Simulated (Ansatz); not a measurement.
A plane-wave DFT run in Ansatz 0.2.0 (scalar-relativistic PAW potentials unless the input names others): input and command.

```yaml
crystal:
  lattice:
    - [3.01770689, 0.0, 0.0]
    - [-1.50885344, 2.61341083, 0.0]
    - [0.0, 0.0, 5.02163941]
  atoms:
    - { symbol: Zr, position: [0.0, 0.0, 0.0] }
    - { symbol: Se, position: [0.3333333333, 0.6666666667, 0.2534121448] }
    - { symbol: Se, position: [0.6666666667, 0.3333333333, 0.7465878552] }
basis:
  ecutwfc: 420
kpoints:
  mp_grid: { grid: [15, 15, 8] }
hamiltonian:
  xc: pbe
  dispersion: d3bj
scf:
  occupations: { method: gaussian, width: 0.1 }
  max_iter: 80
output:
  forces: true
  eigenvalues: true
  stress: true
```

```bash
ansatz run input.yaml --threads 1 --pin off --max-ram 2560MiB --backend cpu --events-out ev --progress --plain --runs-dir out
```

Abridged log:
```
Basis set: ecut = 420 eV, 761 PW (Γ), exchange–correlation on 48×48×72 points (8 copies of the dense FFT grid, shifted against one another)
Bands: 27, of which v1, the nominal top of the filled ones, is band 22 counted from 1 (21 counted from 0)
Symmetry: 12 space group operations
k-points: 192 of 1800
SCF iter   1: F=—  HF=-15114.788436 eV  |F-HF|=—  |Δ(HF+E_count)|=         —  Δρ=8.91e-3  dr2=3.29e-2  ethr=1.77e-3  ⟨swp⟩=5.5  Hψ=23277  notcnv=0
SCF iter   2: F=—  HF=-15114.791110 eV  |F-HF|=—  |Δ(HF+E_count)|=   2.67e-3  Δρ=5.55e-3  dr2=1.50e-2  ethr=7.48e-5  ⟨swp⟩=1.0  Hψ=6725  notcnv=0  defer=1
SCF iter   3: F=—  HF=-15114.789252 eV  |F-HF|=—  |Δ(HF+E_count)|=   1.86e-3  Δρ=1.08e-3  dr2=1.72e-3  ethr=3.41e-5  ⟨swp⟩=2.2  Hψ=6772  notcnv=0  defer=1
SCF iter   4: F=—  HF=-15114.788717 eV  |F-HF|=—  |Δ(HF+E_count)|=   5.35e-4  Δρ=7.81e-4  dr2=4.13e-4  ethr=3.90e-6  ⟨swp⟩=2.0  Hψ=9088  notcnv=0  defer=1
SCF iter   5: F=—  HF=-15114.788677 eV  |F-HF|=—  |Δ(HF+E_count)|=   3.95e-5  Δρ=2.06e-4  dr2=2.34e-5  ethr=9.39e-7  ⟨swp⟩=3.0  Hψ=9405  notcnv=0  defer=1
SCF iter   6: F=—  HF=-15114.788666 eV  |F-HF|=—  |Δ(HF+E_count)|=   1.10e-5  Δρ=6.26e-5  dr2=1.48e-6  ethr=5.33e-8  ⟨swp⟩=2.0  Hψ=9214  notcnv=0  defer=1
SCF iter   7: F=—  HF=-15114.788667 eV  |F-HF|=—  |Δ(HF+E_count)|=   2.94e-7  Δρ=1.65e-5  dr2=1.27e-7  ethr=3.36e-9  ⟨swp⟩=2.0  Hψ=6534  notcnv=0  defer=1
SCF iter   8: F=-15114.788667 eV  HF=-15114.788667 eV  |F-HF|=1.31e-10  |Δ(HF+E_count)|=   4.90e-8  Δρ=4.62e-6  dr2=1.05e-8  ethr=2.27e-10  ⟨swp⟩=8.2  Hψ=22795  notcnv=0
SCF 1 converged in 8 iterations: F = -15114.788667 eV  dr2 = 1.05e-8
SCF converged after 8 iterations
Free energy (F): -15114.788667 eV
Harris-Foulkes:  -15114.788667 eV  (|F-HF|=1.31e-10)
Internal energy: -15114.786392 eV  (E = F + TS)
E sigma→0 (E₀):  -15114.787529 eV
Entropy (-TS):   -0.002275 eV (-0.758 meV/atom)
Fermi energy:    21.430405 eV
  E_disp       = -2.273823  (pairwise vdW)
--- Forces (eV/Å), atoms counted from 1 ---
  atom   1  Zr     0.00000000     0.00000000     0.00000000
  atom   2  Se     0.00000000     0.00000000    16.25694516
  atom   3  Se     0.00000000     0.00000000   -16.25694516
--- Stress (GPa, compression-positive) ---
      189.301564       0.000000       0.000000
        0.000000     189.301564       0.000000
        0.000000       0.000000     178.654921
  P = ⅓ Tr σ = 185.7527 GPa (1857.527 kbar)
```

Problem. The run was meant for a cell not far from equilibrium. What should be changed?

Solution. The fault is a lattice far too small (lattice vectors times 0.800). Setting it back cures it. The run converged all the same, with an energy at zero smearing 4.1 eV/atom above the reference's, pressure 185.75 GPa, largest force 16.257 eV/Å, no gap on the mesh, so convergence alone doesn't show that an input is right. A reference run of the cell with lattice vectors 3.7721 0.0000 0.0000; -1.8861 3.2668 0.0000; 0.0000 0.0000 6.2770 Å and the atoms in their places converged, and the end of its own relaxation has pressure -1.43 GPa, largest force 0.001 eV/Å, gap on the mesh 0.28 eV (its cell was held, or driven to that pressure on purpose).

It took 5.1 s on 1 thread of AMD EPYC 9R45 96-Core Processor (Zen 5) (shared host), peak memory 0.5 GiB.